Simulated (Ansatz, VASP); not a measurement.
## Two plane-wave programs on HfN

```
CELL_PARAMETERS angstrom
0.00000 2.27155 2.27155
2.27155 0.00000 2.27155
2.27155 2.27155 0.00000
ATOMIC_POSITIONS crystal
Hf 0.00000 0.00000 0.00000
N 0.50000 0.50000 0.50000
```

Alike in both runs: functional PBE; k mesh 16 × 16 × 16; occupations fermi-dirac, width 0.15 eV; no spin polarisation.

Ansatz relaxed the structure, and its values are those at the end. VASP's run is a single point on that final structure, the one shown.

|  | VASP | Ansatz |
| --- | --- | --- |
| version | VASP 6.6.1 | Ansatz 0.2.0 |
| potentials or method | VASP PAW PBE potentials, release 64 (Hf_pv, N) | scalar-relativistic, plane waves, PAW |
| plane-wave cutoff (eV) | 520 | 420 |
| valence electrons in the cell | 15 | 31 |

```csv
,VASP,Ansatz,Ansatz less VASP
gap on the k mesh at the Fermi level (eV),none,none,-
pressure (GPa),-1.4,1.0,+2.35
```

A gap of «none» marks a metal or a gap that the smearing closes. The two sets of potentials don't hold the same shells in valence.

The runs have no spin-orbit coupling, so splittings on Hf are missing.
